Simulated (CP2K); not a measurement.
Crystal: NiO.

```
CELL_PARAMETERS angstrom
2.95756 0.00000 0.00000
1.47878 2.56132 0.00000
1.47878 0.85377 2.41484
ATOMIC_POSITIONS crystal
Ni 0.00000 0.00000 0.00000
O 0.50000 0.50000 0.50000
```

Program: CP2K 2026.2. Alike in all runs: task atomic charges; potentials or basis GTH_POTENTIALS Ni GTH-PBE-q18; POTENTIAL_UZH O GTH-PBE-q6; TZVP-MOLOPT-SR-GTH, TZVP-MOLOPT-PBE-GTH basis; spin collinear, ferromagnetic start; cell as given; k mesh 11 × 11 × 11; smearing fermi-dirac 0.05 eV.

Q: Order these runs on this cell by their pressure, lowest first.
A. level HLE16
B. level LDA
C. level BLYP
D. level PBE

A: A (-24.1 GPa), B (-16.2 GPa), D (7.3 GPa), C (15.9 GPa).

Caveats: the basis of atomic orbitals isn't converged, which shifts pressures, moduli and gaps; the total moment is fixed, so each spin has its own Fermi level; a cell with one magnetic atom can't hold antiferromagnetic order, which such compounds often take; the potentials were made for another functional, which shifts forces and pressure (some runs); the potentials were made for a functional far from this one (some runs).
